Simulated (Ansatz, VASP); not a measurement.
**Two plane-wave programs on Cs**

```
Cs
1.0
     5.57396    0.00000    0.00000
     0.00000    5.57396    0.00000
     0.00000    0.00000    3.85817
Cs
1
Direct
  0.50000 0.50000 0.00000
```

Alike in both runs: task single point; functional PBE; k mesh 4 × 4 × 4; occupations gaussian, width 0.1 eV; no spin polarisation.

|  | VASP | Ansatz |
| --- | --- | --- |
| version | VASP 6.6.1 | Ansatz 0.2.0 |
| potentials or method | VASP PAW PBE potentials, release 64 (Cs_sv) | scalar-relativistic, plane waves, PAW |
| plane-wave cutoff (eV) | 520 | 420 |
| valence electrons in the cell | 9 | 9 |

```tsv
	VASP	Ansatz	Ansatz less VASP
gap on the k mesh at the Fermi level (eV)	none	none	-
pressure (GPa)	0.5	0.5	0.00
largest component of the traceless stress (GPa)	1.97	1.97	-0.004
```

A gap of «none» marks a metal or a gap that the smearing closes.

Caveats: the k mesh is coarse (spacing up to 0.41 Å⁻¹), so the values aren't converged. Spin-orbit coupling is left out, which matters for the levels of Cs.
